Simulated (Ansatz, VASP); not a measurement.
Mo in VASP and in Ansatz

```
Mo
1.0
    -1.57100    1.57100    1.57100
     1.57100   -1.57100    1.57100
     1.57100    1.57100   -1.57100
Mo
1
Direct
  0.00000 0.00000 0.00000
```

Alike in both runs: task relaxation of cell and atoms; functional PBE; k mesh 18 × 18 × 18; occupations gaussian, width 0.1 eV; no spin polarisation.

|  | VASP | Ansatz |
| --- | --- | --- |
| version | VASP 6.6.1 | Ansatz 0.2.0 |
| potentials or method | VASP PAW PBE potentials, release 64 (Mo_sv) | scalar-relativistic, plane waves, PAW |
| plane-wave cutoff (eV) | 600 | 420 |
| valence electrons in the cell | 14 | 14 |

|  | VASP | Ansatz | Ansatz less VASP |
| --- | --- | --- | --- |
| gap on the k mesh at the Fermi level, each at its own relaxed structure (eV) | none | none | - |
| relaxed volume (Å³/atom) | 15.81 | 15.78 | -0.024 |
| relaxed cell length with the largest relative difference (Å) | 2.738 | 2.737 | -0.0014 |
| energy change over the relaxation (meV/atom) | -5 | -4 | +0.7 |

A gap of «none» marks a metal or a gap that the smearing closes.

PBE usually gives volumes a little too large and moduli too small. Zero-point motion and thermal expansion aren't in these numbers.
